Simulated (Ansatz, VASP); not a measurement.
Ru in VASP and in Ansatz

```
CELL_PARAMETERS angstrom
2.53230 0.00000 0.00000
0.00000 2.53230 0.00000
0.00000 0.00000 2.53230
ATOMIC_POSITIONS crystal
Ru 0.00000 0.00000 0.00000
```

Change from the starting cell: volume scaled by 1.025.

Alike in both runs: task single point; functional PBE; k mesh 13 × 13 × 13; occupations fermi-dirac, width 0.08 eV; no spin polarisation.

|  | VASP | Ansatz |
| --- | --- | --- |
| version | VASP 6.6.1 | Ansatz 0.2.0 |
| potentials or method | VASP PAW PBE potentials, release 64 (Ru_pv), cutoff 520 eV | all-electron LAPW, scalar-relativistic |

VASP gave:

| Property | Result |
| --- | --- |
| pressure (GPa) | -5.1 |

What did Ansatz give for the same quantities?

Pressure (GPa): -5.2.

Ansatz ran all-electron here, so the differences hold the error of VASP's frozen core and of both bases.
